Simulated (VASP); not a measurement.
Set up this calculation in VASP 6.6.1, as the native input.

* Task: vibrations by finite differences
* Functional: LDA
* Potentials or basis: VASP PAW LDA potentials, release 64 (Ni)
* Cutoff: 520 eV
* k mesh: 20 × 20 × 20
* Occupations: gaussian, width 0.1 eV
* Spin: collinear spin, ferromagnetic start
* Starting moments: [0.8] μB
* Ions in elastic constants: relaxed
* Further INCAR settings: ALGO = Fast; EDIFF = 1e-08; NBANDS = 15; IBRION = 6; POTIM = 0.015; NSW = 1; ISIF = 3

The structure of Ni lies in POSCAR:

```
Ni                                      
1.0
    0.0000000000      1.7117146087      1.7117146087
    1.7117146087      0.0000000000      1.7117146087
    1.7117146087      1.7117146087      0.0000000000
  Ni            
     1
Direct
     0.0000000000000000    0.0000000000000000    0.0000000000000000
```

The input as run:

INCAR

```
SYSTEM = Ni
  PREC = Accurate
  ENCUT = 520
  EDIFF = 1E-8
  ISMEAR = 0
  SIGMA = 0.1
  LREAL = .FALSE.
  LASPH = .TRUE.
  NELM = 150
  ALGO = Fast
  ISIF = 3
  LWAVE = .FALSE.
  LCHARG = .FALSE.
  ISPIN = 2
  MAGMOM = 0.8
  LORBIT = 11
  LMAXMIX = 4
  NBANDS = 15
  IBRION = 6
  NFREE = 2
  POTIM = 0.015
  NSW = 1
```

KPOINTS

```
Automatic mesh
0
G
  20 20 20
  0 0 0
```

Potentials or basis: VASP PAW LDA potentials, release 64 (Ni).

Command:

```sh
$ cat potpaw_LDA.64/Ni/POTCAR > POTCAR
$ mpirun -np 1 vasp_std > vasp.out
```

It gave:

```
Net moment                                            : 0.60 μB per cell
Site moments                                          : Ni +0.60 μB
Valence electrons inside the program's atomic spheres : Ni 9.48
Elastic constants C11, C12, C44                       : 347, 206, 159 GPa
Voigt bulk modulus                                    : 253 GPa
```

Caveat: elastic constants of metals need much finer meshes, so these are rough.

Wall time 26 min on 1 thread of Intel(R) Xeon(R) 6975P-C (Granite Rapids) (shared host), peak memory 1 GiB.
